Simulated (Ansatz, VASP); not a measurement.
## Cross-check of GaAs between VASP and Ansatz

Wanted: the spread between two codes on one cell, functional and k mesh. The structure shown is the end of the Ansatz relaxation below.

Program: Ansatz 0.2.0. Level of theory: plane waves, with VASP 6.6.1 beside it; single point at r2SCAN. Results are calculated unless marked as measured.

## Step 1: The starting structure

It takes space group I-4m2 (No. 119, tetragonal). Conventional cell: a = 3.886 Å, b = 3.886 Å, c = 5.809 Å, α = 90.00°, β = 90.00°, γ = 90.00°. Nearest to Ga lie 4 As at 2.43 Å. Nearest to As lie 4 Ga at 2.43 Å. Farther neighbours are not listed.

As a file:

```cif
data_structure
_symmetry_space_group_name_H-M 'I-4m2'
_symmetry_Int_Tables_number 119
_cell_length_a 3.8861
_cell_length_b 3.8861
_cell_length_c 5.8085
_cell_angle_alpha 90.000
_cell_angle_beta 90.000
_cell_angle_gamma 90.000
_cell_volume 87.72
loop_
_atom_site_label
_atom_site_type_symbol
_atom_site_symmetry_multiplicity
_atom_site_Wyckoff_symbol
_atom_site_fract_x
_atom_site_fract_y
_atom_site_fract_z
_atom_site_occupancy
Ga1 Ga 2 a 0.00000 0.00000 0.00000 1
As1 As 2 c 0.00000 0.50000 0.25000 1
```

## Step 2: Ansatz: relaxation, r2SCAN

Ansatz runs on its PAW soft_1 files.

This run makes the geometry at which the two programs are then compared.

File input.yaml:

```yaml
crystal:
  lattice:
    - [0.0, 2.7479072102, 2.8806496542]
    - [2.7479072102, 0.0, 2.8806496542]
    - [2.7479072102, 2.7479072102, 0.0]
  atoms:
    - { symbol: Ga, position: [0.0, 0.0, 0.0] }
    - { symbol: As, position: [0.75, 0.75, 0.75] }
  conventional_axes: [[-1, 1, 1], [1, -1, 1], [1, 1, -1]]
kpoints:
  mp_grid: { grid: [16, 16, 16] }
hamiltonian:
  xc: r2scan
  pseudopotentials: { kind: paw, azcp: { folder: soft_1 } }
scf:
  occupations: { method: gaussian, width: 0.02 }
output:
  forces: true
  stress: true
  eigenvalues: true
relax:
  adjacent_minimum: "off"
  f_tol: 0.001
  max_steps: 60
  cell: { stress_tol: 0.01, fix: [a, b, gamma] }
```

Command:

```console
> ansatz run input.yaml --threads 4 --pin off --max-ram 10240MiB --backend cpu --events-out ev --progress --plain --runs-dir out
```

Numbers of over 12 decimals in the logs are rounded to 6 here.

The program printed:

```text
Engine: ansatz 0.2.0, aarch64-unknown-linux-gnu
Pseudopotentials: kind: paw
Pseudopotential: Ga, paw, valence charge 13, recommended cutoff 500 eV (meta_gga), soft_1/Ga.paw.azcp
Pseudopotential: As, paw, valence charge 15, recommended cutoff 500 eV (meta_gga), soft_1/As.paw.azcp
Functional definition: r2SCAN
  parameter k0 = 0.174
  parameter k1 = 0.065
  parameter a1 = 4.9479
  exchange = r2scan_x(k0 = k0, k1 = k1, a1 = a1)
  correlation = r2scan_c
Crystal: 2 atoms, lattice volume = 43.504 Å³
Basis set: ecut = 500 eV, 1115 PW (Γ), exchange–correlation on 120×120×120 points (64 copies of the dense FFT grid, shifted against one another)
Bands: 18, of which v1, the nominal top of the filled ones, is band 14 counted from 1 (13 counted from 0)
Symmetry: 8 space group operations
Space group: I-4m2 (ITA 119), of the structure as read, at distance tolerance 3.5e-5 Å
k-points: 349 of 4096 (time reversal used)
Non-local potential: Ga, projectors of the file, l = 0: 2, l = 1: 2, l = 2: 3, l = 3: 1
Non-local potential: As, projectors of the file, l = 0: 2, l = 1: 2, l = 2: 3, l = 3: 1
PAW form: soft (Blöchl's): semilocal exchange-correlation on the pseudo side does not see the compensation charge
PAW frozen core: Ga, regenerated for the run's functional (the file was generated under x = pbe(κ = 0.804, μ = 0.219515), c = pbe(β = 0.066725))
PAW frozen core: As, regenerated for the run's functional (the file was generated under x = pbe(κ = 0.804, μ = 0.219515), c = pbe(β = 0.066725))
PAW one-centre angular grid: Ga, 590 points (default); XC on 160 Gauss nodes
PAW one-centre angular grid: As, 590 points (default); XC on 160 Gauss nodes
Initial density: superposition of atomic densities (chi_scale 0.1, normalization cell, long waves kept (reshape's long-wave potential 0.00 eV rms))
Initial wavefunctions: pseudopotential atomic-orbital guess
Functional: x = r2scan, c = r2scan; τ floored in thin density (d = 2e-4 eV/Å³)
iter 1 solved again at ethr=2.06e-3 eV; its pass at ethr=3.10e-3 eV (dr2=5.76e-1 eV) is discarded
SCF iter   1: F=—  HF=-8655.730431 eV  |F-HF|=—  |Δ(HF+E_count)|=         —  Δρ=5.02e-2  dr2=5.79e-1  dr2_τ=6.53e-3  ethr=2.06e-3  ⟨swp⟩=1.0  Hψ=38776  notcnv=0
preconditioner: auto → none  [insulator: Δε(μ)=1.015 eV  Ē_g=16.766 eV  σ=0.020 eV  W_gap=1.00  n_scr=14 (ndim 8)  ℏωp=23.9 eV  f_vac=0.000  D(μ)=0.00/eV (n_scr^D=0)  ε∞_Penn≈3.0]
SCF iter   2: F=—  HF=-8655.732561 eV  |F-HF|=—  |Δ(HF+E_count)|=   2.13e-3  Δρ=2.20e-2  dr2=1.08e-1  dr2_τ=6.72e-4  ethr=2.06e-3  ⟨swp⟩=3.2  Hψ=10920  notcnv=0
SCF iter   3: F=—  HF=-8655.748639 eV  |F-HF|=—  |Δ(HF+E_count)|=   1.61e-2  Δρ=7.38e-3  dr2=1.30e-2  dr2_τ=1.45e-4  ethr=3.87e-4  ⟨swp⟩=2.1  Hψ=10860  notcnv=0
SCF iter   4: F=—  HF=-8655.738296 eV  |F-HF|=—  |Δ(HF+E_count)|=   1.03e-2  Δρ=8.30e-4  dr2=1.13e-4  dr2_τ=3.88e-6  ethr=4.64e-5  ⟨swp⟩=3.0  Hψ=11859  notcnv=0
SCF iter   5: F=—  HF=-8655.738335 eV  |F-HF|=—  |Δ(HF+E_count)|=   3.88e-5  Δρ=3.18e-4  dr2=1.70e-5  dr2_τ=5.14e-7  ethr=4.04e-7  ⟨swp⟩=2.0  Hψ=11208  notcnv=0
SCF iter   6: F=—  HF=-8655.738344 eV  |F-HF|=—  |Δ(HF+E_count)|=   9.66e-6  Δρ=5.80e-5  dr2=6.36e-7  dr2_τ=1.10e-8  ethr=6.06e-8  ⟨swp⟩=2.7  Hψ=10920  notcnv=0
SCF iter   7: F=-8655.738345 eV  HF=-8655.738345 eV  |F-HF|=2.49e-8  |Δ(HF+E_count)|=   5.51e-7  Δρ=1.04e-5  dr2=4.04e-8  dr2_τ=1.08e-9  ethr=3.57e-10  ⟨swp⟩=6.3  Hψ=29645  notcnv=0
SCF 1 converged in 7 iterations: F = -8655.738345 eV  dr2 = 4.04e-8
  greatest PAW one-centre occupation: 0.999 electrons in one spin orbital (limit 2), on the As atom at site 1 (counted from 0), in its partial waves of l = 2
relax step   1: F+E_penalty+E_count = -8655.73834493 eV  Δ(F+E_penalty+E_count) = +0.000e0 eV  max|allowed force component| = 8.023e-18 eV/Å  Δτ_max = 0.0000 Å  P = +3.503 GPa  Ω = 43.504 Å³  fix = [a, b, gamma]  reactions: a +4.674, b +4.674 GPa  (7 SCF iters, dr2 threshold 1.00e-7 eV, accepted)
[...]
relax step   2: F+E_penalty+E_count = -8655.73953774 eV  Δ(F+E_penalty+E_count) = -1.193e-3 eV  max|allowed force component| = 1.149e-17 eV/Å  Δτ_max = 0.0000 Å  P = +2.835 GPa  Ω = 43.834 Å³  energy of the carried Pulay correction = -8.722e-5 eV  fix = [a, b, gamma]  reactions: a +4.210, b +4.210 GPa  (5 SCF iters, dr2 threshold 2.00e-7 eV, accepted)
[...]
relax step   3: F+E_penalty+E_count = -8655.73953796 eV  Δ(F+E_penalty+E_count) = -2.292e-7 eV  max|allowed force component| = 3.361e-18 eV/Å  Δτ_max = 0.0000 Å  P = +2.784 GPa  Ω = 43.860 Å³  energy of the carried Pulay correction = -9.406e-5 eV  fix = [a, b, gamma]  reactions: a +4.175, b +4.175 GPa  (4 SCF iters, dr2 threshold 1.79e-8 eV, accepted)
[...]
relax step   4: F+E_penalty+E_count = -8655.73963647 eV  Δ(F+E_penalty+E_count) = -9.850e-5 eV  max|allowed force component| = 5.042e-18 eV/Å  Δτ_max = 0.0000 Å  P = +2.785 GPa  Ω = 43.860 Å³  fix = [a, b, gamma]  reactions: a +4.176, b +4.176 GPa  stress off target by 4.81e-3 GPa on what of the cell is left free  SCF on the basis re-selected at this cell (its energy is not comparable with the rows above)  (6 SCF iters)
basis re-selected at this cell: Δ(F+E_penalty+E_count) = -9.850e-5 eV, ΔP = +0.002 GPa vs the last step (what re-selecting the basis moved, of the pressure what is left beyond the Pulay correction that the steps carried, after the strain that the cell walked since its last selection, with what the two solves' SCF thresholds leave and, on support functions, any second-order correction that the steps lacked; it is no m [...]
SCF converged after 6 iterations
Free energy (F): -8655.739636 eV
Harris-Foulkes:  -8655.739636 eV  (|F-HF|=9.09e-12)
Internal energy: -8655.739636 eV  (E = F + TS)
E sigma→0 (E₀):  -8655.739636 eV
Fermi energy:    8.756622 eV
--- Per-component energies (eV) ---
  E_band       = -328.846802
  E_kinetic    = 209.841743
  E_local      = -3615.087835  (includes V_loc(G=0)·N_el)
  E_nonlocal   = -484.090588
  E_hartree    = 2117.766724
  E_xc         = -124.096531
  E_vxc        = -136.681963  (∫ρ·V_xc dr)
  E_paw        = -4031.187247  (= ΣΔE_a)
  E_vpaw       = -545.507360  (= ΣTr[D̂ρ^β])
  E_aug_tail   = 0.000052  (compensation charges beyond the density's cutoff)
  E_vtau       = 7.145698  (kinetic-family band-sum trace: ∫τ·v_τ [+ j·A + Jᵃ·Aᵃ] dr)
  E_ewald      = -2726.775496
  E_core_change = -2.110460  (= ΣΔE_core)
  E_smearing   = -0.000000  (= −TS)
  E_closure    = 0.000000  (closes the sum)
  Σ components = -8655.739636   (vs F -8655.739636, Δ=0.00e0)
--- Forces (eV/Å), atoms counted from 1 ---
  atom   1  Ga     0.00000000    -0.00000000     0.00000000
  atom   2  As     0.00000000    -0.00000000     0.00000000
  max |Σ_I F_I| component: 1.07e-17 eV/Å
--- Stress (GPa, compression-positive) ---
        4.175673       0.000000      -0.000000
        0.000000       4.175673       0.000000
       -0.000000       0.000000       0.004813
  P = ⅓ Tr σ = 2.7854 GPa (27.854 kbar)
--- Band table (eV; the first three rows and the last of 349) ---
  k-point 0: bands = [... 10 lower, -5.3427, 7.8300, 8.2009, 8.2009, 9.3121, 12.1052, 12.1052, 12.2701]
  k-point 1: bands = [... 10 lower, -5.2915, 7.3084, 7.9141, 8.1374, 9.8228, 12.1575, 12.2119, 12.4146]
  k-point 2: bands = [... 10 lower, -5.1410, 6.1657, 7.6869, 7.9727, 10.2186, 12.4391, 12.4904, 12.8607]
  k-point 348: bands = [... 10 lower, -2.7412, 0.7218, 5.4690, 5.4690, 10.0636, 10.4094, 19.1960, 19.1960]
--- Relaxed structure (3 steps of the walk, 3 accepted, 1 SCFs on fresh bases) ---
  F+E_penalty+E_count = -8655.73963647 eV   max|allowed force component| = 5.042e-18 eV/Å   (the final SCF, on the basis selected at the relaxed cell)
  cell:  # Å, volume = 43.8600 Å³
    - [0, 2.7479072102, 2.904256]
    - [2.7479072102, 0, 2.904256]
    - [2.7479072102, 2.7479072102, 0]
  atoms:
    - { symbol: Ga, position: [0, 0, 0] }
    - { symbol: As, position: [0.750000, 0.750000, 0.750000] }
```

## Step 3: VASP: single point, r2SCAN, pair 1

The same cell, functional, mesh and smearing now go to VASP, with its own data sets.

Lines of VASP's logs that name or quote its potential files are left out, and so is its time.

File INCAR:

```
SYSTEM = GaAs
PREC = Accurate
ENCUT = 550
EDIFF = 1E-06
NELM = 120
ISMEAR = 0
SIGMA = 0.02
LREAL = .FALSE.
ALGO = Normal
METAGGA = R2SCAN
LASPH = .TRUE.
NBANDS = 15
LORBIT = 11
LWAVE = .FALSE.
LCHARG = .FALSE.
ISIF = 2
GGA_COMPAT = .FALSE.
EFERMI = MIDGAP
LMIXTAU = .TRUE.
KPAR = 2
```

File POSCAR:

```
GaAs
1.0
    0.0000000000      2.7479072102      2.9042560619
    2.7479072102      0.0000000000      2.9042560619
    2.7479072102      2.7479072102      0.0000000000
Ga As
1 1
Direct
    0.0000000000      0.0000000000      0.0000000000
    0.7500000000      0.7500000000      0.7500000000
```

File KPOINTS:

```
Automatic mesh
0
Gamma
16 16 16
0 0 0
```

Potentials, in the order of the species: Ga_d and As (PBE family, release 64).

Command:

```console
> mpirun -np 2 vasp_std
```

The program printed:

```text
[banner, memory and clock lines left out]
running    2 mpi-ranks, on    1 nodes
 distrk:  each k-point on    1 cores,    2 groups
 distr:  one band on    1 cores,    1 groups

 POSCAR found type information on POSCAR GaAs
 POSCAR found :  2 types and       2 ions
|                                                                             |
|               ----> ADVICE to this user running VASP <----                  |
|                                                                             |
|     You enforced a specific xc type in the INCAR file but a different       |
|     [... a line on the potential file left out ...]
|     I HOPE YOU KNOW WHAT YOU ARE DOING!                                     |
|                                                                             |

 LDA part: xc-table for (None), standard interpolation
 POSCAR, INCAR and KPOINTS ok, starting setup
 FFT: planning ... GRIDC
 FFT: planning ... GRID_SOFT
 FFT: planning ... GRID
 WAVECAR not read
 entering main loop
       N       E                     dE             d eps       ncg     rms          rms(c)
DAV:   1     0.665449659935E+02    0.66545E+02   -0.96250E+03 10669   0.179E+03
DAV:   2    -0.221881501472E+02   -0.88733E+02   -0.84705E+02 11828   0.337E+02
DAV:   3    -0.289855190126E+02   -0.67974E+01   -0.67703E+01 12822   0.729E+01
DAV:   4    -0.290900850631E+02   -0.10457E+00   -0.10454E+00 12483   0.100E+01
DAV:   5    -0.290915749136E+02   -0.14899E-02   -0.14898E-02 13421   0.107E+00    0.328E+00
DAV:   6    -0.269721580627E+02    0.21194E+01   -0.56670E-01 12311   0.155E+01    0.200E+00
DAV:   7    -0.270907009717E+02   -0.11854E+00   -0.29854E-01 11583   0.682E+00    0.904E-01
DAV:   8    -0.269924490041E+02    0.98252E-01   -0.12641E-01 10624   0.458E+00    0.379E-01
DAV:   9    -0.269391047417E+02    0.53344E-01   -0.22712E-01 10596   0.416E+00    0.216E-01
DAV:  10    -0.269353140287E+02    0.37907E-02   -0.79412E-02 10470   0.246E+00    0.724E-02
DAV:  11    -0.270179244454E+02   -0.82610E-01   -0.44059E-02 10526   0.176E+00    0.590E-02
DAV:  12    -0.270182937271E+02   -0.36928E-03   -0.94185E-04 14488   0.256E-01    0.290E-02
DAV:  13    -0.270208325156E+02   -0.25388E-02   -0.64929E-04 11016   0.256E-01    0.124E-02
DAV:  14    -0.270212909624E+02   -0.45845E-03   -0.32075E-04 11541   0.219E-01    0.387E-03
DAV:  15    -0.270213720849E+02   -0.81122E-04   -0.91805E-05 11485   0.107E-01    0.701E-03
DAV:  16    -0.270213852812E+02   -0.13196E-04   -0.19896E-06 14152   0.131E-02    0.453E-03
DAV:  17    -0.270213950772E+02   -0.97960E-05   -0.16625E-06 11072   0.137E-02    0.143E-03
DAV:  18    -0.270213985237E+02   -0.34464E-05   -0.15829E-06 11000   0.126E-02    0.270E-04
DAV:  19    -0.270213986082E+02   -0.84542E-07   -0.42591E-08  6782   0.218E-03
   1 F= -.27021399E+02 E0= -.27021399E+02  d E =0.000000E+00
```

OUTCAR, selected parts (step 3):

```text
ion  position               nearest neighbor table
   1  0.000  0.000  0.000-   2 2.43   2 2.43   2 2.43   2 2.43
   2  0.750  0.750  0.750-   1 2.43   1 2.43   1 2.43   1 2.43

  LATTYP: Found a body centered tetragonal cell.
 ALAT       =     3.8861276448
 C/A-ratio  =     1.4946786762

 Subroutine GETGRP returns: Found  8 space group operations
 (whereof  8 operations were pure point group operations)

The static configuration has the point symmetry D_2d.

 Found    349 irreducible k-points:

   k-points           NKPTS =    349   k-points in BZ     NKDIM =    349   number of bands    NBANDS=     15

   dimension x,y,z NGX =    32 NGY =   32 NGZ =   30
   dimension x,y,z NGXF=    64 NGYF=   64 NGZF=   60

   ENCUT  =  550.0 eV  40.42 Ry    6.36 a.u.   7.65  7.65  7.43*2*pi/ulx,y,z

   NELECT =      18.0000    total number of electrons

 k-points in reciprocal lattice and weights: Automatic mesh
   0.00000000  0.00000000  0.00000000       0.000
   0.06250000  0.00000000  0.00000000       0.002
   0.12500000  0.00000000  0.00000000       0.002
   0.18750000  0.00000000  0.00000000       0.002
   0.25000000  0.00000000  0.00000000       0.002
   0.31250000  0.00000000  0.00000000       0.002
   0.37500000  0.00000000  0.00000000       0.002
   0.43750000  0.00000000  0.00000000       0.002
   0.50000000  0.00000000  0.00000000       0.001
[...]
-0.31250000  0.18750000  0.50000000       0.001
  -0.25000000  0.25000000  0.50000000       0.000

 average (electrostatic) potential at core
       1 -71.0120       2 -54.6581

 E-fermi :   4.6297

 k-point     1 :       0.0000    0.0000    0.0000
  band No.  band energies     occupation
    ...
      5     -11.2267      2.00000
      6      -9.4645      2.00000
      7       3.7145      2.00000
      8       4.0858      2.00000
      9       4.0860      2.00000
     10       5.1735      0.00000
     11       7.9756      0.00000
     12       7.9756      0.00000
     13       8.1408      0.00000
     14      12.3275      0.00000
    ...

 k-point     2 :       0.0625    0.0000    0.0000
  band No.  band energies     occupation
    ...
      5     -11.2265      2.00000
      6      -9.4135      2.00000
      7       3.1885      2.00000
      8       3.7982      2.00000
      9       4.0221      2.00000
     10       5.6888      0.00000
     11       8.0282      0.00000
     12       8.0822      0.00000
     13       8.2851      0.00000
     14      12.6021      0.00000
    ...

 k-point     3 :       0.1250    0.0000    0.0000
  band No.  band energies     occupation
    ...
      5     -11.2261      2.00000
      6      -9.2631      2.00000
      7       2.0436      2.00000
      8       3.5711      2.00000
      9       3.8572      2.00000
     10       6.0855      0.00000
     11       8.3097      0.00000
     12       8.3603      0.00000
     13       8.7310      0.00000
     14      13.1646      0.00000
    ...

  Total        1.1853578      1.1853578      0.0503562      0.0000000      0.0000000      0.0000000
  in kB       43.3003099     43.3003099      1.8394778      0.0000000      0.0000000      0.0000000
  external PRESSURE =      29.4800326 kB  Pullay stress =       0.0000000 kB

  energy-cutoff  :      550.00
  volume of cell :       43.86
      direct lattice vectors                 reciprocal lattice vectors
     0.000000000  2.747907210  2.904256062    -0.181956653  0.181956653  0.172161128
     2.747907210  0.000000000  2.904256062     0.181956653 -0.181956653  0.172161128
     2.747907210  2.747907210  0.000000000     0.181956653  0.181956653 -0.172161128

 POSITION                                       TOTAL-FORCE (eV/Angst)
 -----------------------------------------------------------------------------------
      0.00000      0.00000      0.00000        -0.000000     -0.000000     -0.000000
      4.12186      4.12186      4.35638         0.000000      0.000000      0.000000
 -----------------------------------------------------------------------------------
    total drift:                                0.000044      0.000044      0.000456

  FREE ENERGIE OF THE ION-ELECTRON SYSTEM (eV)
  ---------------------------------------------------
  free  energy   TOTEN  =       -27.0213986082 eV

  energy  without entropy=      -27.0213986082  energy(sigma->0) =      -27.02139861

 total charge
# of ion       s       p       d       tot
------------------------------------------
    1        0.850   0.823  10.005  11.677
    2        1.202   1.660   0.035   2.897
--------------------------------------------------
tot          2.052   2.483  10.039  14.575

[... 3 further parts left out ...]
```

The gap is read on the k-mesh alone, so it is an upper bound where the band edges lie off the mesh.

(Part 1 of 2 ends here.)

[Lines on the potential files, build, host, timing and source positions are cut from VASP's logs without a mark.]

[Logs are printed without paths, hosts, clocks, repeated set-up lines and the standing remarks that a program may print on its own settings, such as how far it seeks lower states.]

[Hosts, paths, dates, database ids (printed as entryN), source tags and the programs' standing remarks are cut or masked in the printed files.]
